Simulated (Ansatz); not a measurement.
The system is SiO2 (Cristobalite).

```
Si O
1.0
     4.98200    0.00000    0.00000
     0.00000    4.98200    0.00000
     0.00000    0.00000    6.96300
Si O
4 8
Cartesian
  3.9805 1.0015 5.2222
  3.4925 3.4925 3.4815
  1.0015 3.9805 1.7408
  1.4895 1.4895 0.0000
  0.5155 1.1951 5.7227
  1.2959 3.0065 0.5004
  4.4665 3.7869 2.2412
  3.6861 1.9755 3.9819
  3.0065 1.2959 6.4626
  3.7869 4.4665 4.7218
  1.9755 3.6861 2.9811
  1.1951 0.5155 1.2403
```

| Property | Result |
| --- | --- |
| Program | Ansatz 0.2.0 |
| Task | relaxation of cell and atoms |
| Functional | PBEsol |
| Potentials or basis | Ansatz PAW |
| Cutoff | 420 eV (not typed: the program's choice for these potentials) |
| k mesh | 6 × 6 × 4 |
| Occupations | fermi-dirac, width 0.05 eV |
| Spin | no spin polarisation |

At the start: volume 14.40 Å³/atom.

Where does the relaxation end?

It ends after 7 steps and the volume is 14.75 Å³/atom (+2.4 %); space group P4_12_12 (No. 92, to 0.05 Å).

The path:
| step | energy change (eV) | largest force (eV/Å) | volume (Å³) |
| --- | --- | --- | --- |
| 1 | 0.0000 | 0.3026 | 172.82 |
| 2 | -0.0279 | 0.1702 | 174.86 |
| 3 | -0.0338 | 0.0206 | 176.99 |
| 4 | -0.0363 | 0.0054 | 176.41 |
| 5 | -0.0509 | 0.0056 | 176.41 |
| 6 | -0.0489 | 0.0019 | 177.03 |
| 7 | -0.0509 | 0.0019 | 177.03 |

Final structure:
```
Si O
1.0
     5.02693    0.00000    0.00000
     0.00000    5.02693    0.00000
     0.00000    0.00000    7.00565
Si O
4 8
Cartesian
  4.0123 1.0147 5.2542
  3.5281 3.5281 3.5028
  1.0147 4.0123 1.7514
  1.4988 1.4988 0.0000
  0.5130 1.2043 5.7558
  1.3092 3.0265 0.5015
  4.5139 3.8226 2.2529
  3.7178 2.0004 4.0043
  3.0265 1.3092 6.5041
  3.8226 4.5139 4.7527
  2.0004 3.7178 3.0013
  1.2043 0.5130 1.2499
```

Caveat: the plane-wave basis is chosen anew once the cell has moved, so the energies of steps on either side of that aren't comparable; the pressure holds a Pulay correction of +0.6 GPa for the finite cutoff; the PAW data sets come from PBE, with cores solved anew for the run's functional, which leaves a small shift of forces and pressure.
